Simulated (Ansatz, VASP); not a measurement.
SiO2 in VASP and in Ansatz

INCAR

```
  PREC = Accurate
  ENCUT = 520
  EDIFF = 1E-7
  ISMEAR = -1
  SIGMA = 0.05
  LREAL = F
  LASPH = T
  NELM = 100
  ALGO = Normal
  ISIF = 2
  LWAVE = F
  LCHARG = T
  GGA = PE
  LELF = T
  LVHAR = T
  NBANDS = 25
```

File KPOINTS:

```
Automatic mesh
0
Gamma
  6 6 10
```

File POSCAR:

```
SiO2
1.0
    4.2331690000      0.0000000000      0.0000000000
    0.0000000000      4.2331690000      0.0000000000
    0.0000000000      0.0000000000      2.6934950000
Si O
2 4
Direct
    0.0001840000      0.0022290000     -0.0061040000
    0.5033150000      0.5020160000      0.5105560000
    0.8094830000      0.1958540000      0.4786810000
    0.2940330000      0.3152430000      0.0004530000
    0.1947930000      0.8069900000      0.4993930000
    0.7058880000      0.6901510000      0.0177090000
```

The input input.yaml:

```yaml
crystal:
  lattice:
    - [4.233169, 0.0, 0.0]
    - [0.0, 4.233169, 0.0]
    - [0.0, 0.0, 2.693495]
  atoms:
    - { symbol: Si, position: [0.000184, 0.002229, -0.006104] }
    - { symbol: Si, position: [0.503315, 0.502016, 0.510556] }
    - { symbol: O, position: [0.809483, 0.195854, 0.478681] }
    - { symbol: O, position: [0.294033, 0.315243, 0.000453] }
    - { symbol: O, position: [0.194793, 0.80699, 0.499393] }
    - { symbol: O, position: [0.705888, 0.690151, 0.017709] }
hamiltonian:
  xc: pbe
  pseudopotentials: { kind: paw }
kpoints:
  mp_grid: { grid: [6, 6, 10] }
scf:
  occupations: { method: fermi_dirac, width: 0.05 }
output:
  forces: true
  stress: true
  eigenvalues: true
```

Change from the starting cell: atoms moved at random, drawn with an rms of 0.05 Å.

Alike in both runs: task single point; functional PBE; k mesh 6 × 6 × 10; occupations fermi-dirac, width 0.05 eV; no spin polarisation.

```csv
,VASP,Ansatz
version,VASP 6.6.1,Ansatz 0.2.0
potentials or method,"VASP PAW PBE potentials, release 64 (Si, O)",Ansatz PAW
plane-wave cutoff (eV),520,420
valence electrons in the cell,32,32
```

```tsv
	VASP	Ansatz	Ansatz less VASP
gap on the k mesh at the Fermi level (eV)	4.90	4.92	+0.017
least direct gap on the mesh (eV)	4.90	4.92	+0.017
pressure (GPa)	-0.5	-0.6	-0.14
largest component of the traceless stress (GPa)	1.80	1.60	-0.191
rms of the force components (eV/Å)	0.546	0.545	-0.0012
```

Atom by atom the forces differ by 0.009 eV/Å (rms over components). The functional is the same, so the differences come from potentials, cutoffs and numerics.

Caveats: the pressure holds a Pulay correction of +1.0 GPa for the finite cutoff (Ansatz). A k mesh can miss the band edges.
